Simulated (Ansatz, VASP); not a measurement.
**TiH2 in VASP and in Ansatz**

```
CELL_PARAMETERS angstrom
3.88880 0.00000 0.00000
0.00000 3.88880 0.00000
0.00000 0.00000 3.88880
ATOMIC_POSITIONS crystal
Ti 0.00000 0.00000 0.00000
Ti 0.50000 0.50000 0.50000
H 0.25000 0.25000 0.25000
H 0.25000 0.75000 0.75000
H 0.75000 0.75000 0.25000
H 0.75000 0.25000 0.75000
```

Alike in both runs: functional r2SCAN; k mesh 10 × 10 × 10; occupations gaussian, width 0.1 eV; no spin polarisation.

Ansatz relaxed the structure, and its values are those at the end. VASP's run is a single point on that final structure, the one shown.

|  | VASP | Ansatz |
| --- | --- | --- |
| version | VASP 6.6.1 | Ansatz 0.2.0 |
| potentials or method | VASP PAW PBE potentials, release 64 (Ti_sv, H) | scalar-relativistic, plane waves, PAW |
| plane-wave cutoff (eV) | 520 | 500 |
| valence electrons in the cell | 28 | 28 |

Ansatz gave:

```
gap on the k mesh at the Fermi level (eV) : none
pressure (GPa)                            : 0.0
```

**Question.** Which values does VASP return?

**Answer.** gap on the k mesh at the Fermi level (eV): none; pressure (GPa): 0.1.

A gap of «none» marks a metal or a gap that the smearing closes.

Caveats: the PAW data sets were made with another functional, which shifts forces and pressure a little (VASP).
